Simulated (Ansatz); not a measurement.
V under changes of volume

One of the cells (13.872 Å³/atom); the others are scaled copies at fixed shape and fractional positions:

```
V
1.0
     2.60429    0.00000    0.00000
    -1.30215    2.25538    0.00000
     0.00000    0.00000    4.72334
V
2
Direct
  0.33333 0.66667 0.25000
  0.66667 0.33333 0.75000
```

This isn't the form of V at room conditions, which is bcc.

* Program: Ansatz 0.2.0
* Functional: LDA
* Potentials or basis: Ansatz PAW
* Cutoff: 420 eV (not typed: the program's choice for these potentials)
* k mesh: 12 × 12 × 6
* Occupations: fermi-dirac, width 0.05 eV
* Spin: collinear spin, ferromagnetic start
* Starting moments: [2.0, 2.0] μB

| volume (Å³/atom) | energy over the lowest point (meV/atom) | pressure (GPa) |
| --- | --- | --- |
| 13.039 | 0.00 | -2.4 |
| 13.317 | 7.82 | -6.3 |
| 13.594 | 22.02 | -9.8 |
| 13.872 | ? | ? |
| 14.149 | 67.01 | -15.7 |
| 14.427 | 96.70 | -18.2 |
| 14.704 | 130.56 | -20.5 |

**Question.** What does the run at 13.872 Å³/atom give?

**Answer.** Energy over the lowest point 41.94 meV/atom; pressure -12.9 GPa.

Worked out: A Birch-Murnaghan fit of order 3 (a polynomial in V^(-2/3)) to the other rows has its minimum at 12.87 Å³/atom, just outside them, with B0 = V·E''(V) = 202 GPa and B' = 3.9 at fixed shape and positions, which overstates the stiffness. It gives 41.96 meV/atom at 13.872 Å³/atom, against the run's 41.94, and -dE/dV = -13.0 GPa, against -12.9.

Energies are extrapolated to zero smearing.

Caveats: the PAW data sets come from PBE, with cores solved anew for the run's functional, which leaves a small shift of forces and pressure; the starting moments weren't kept.
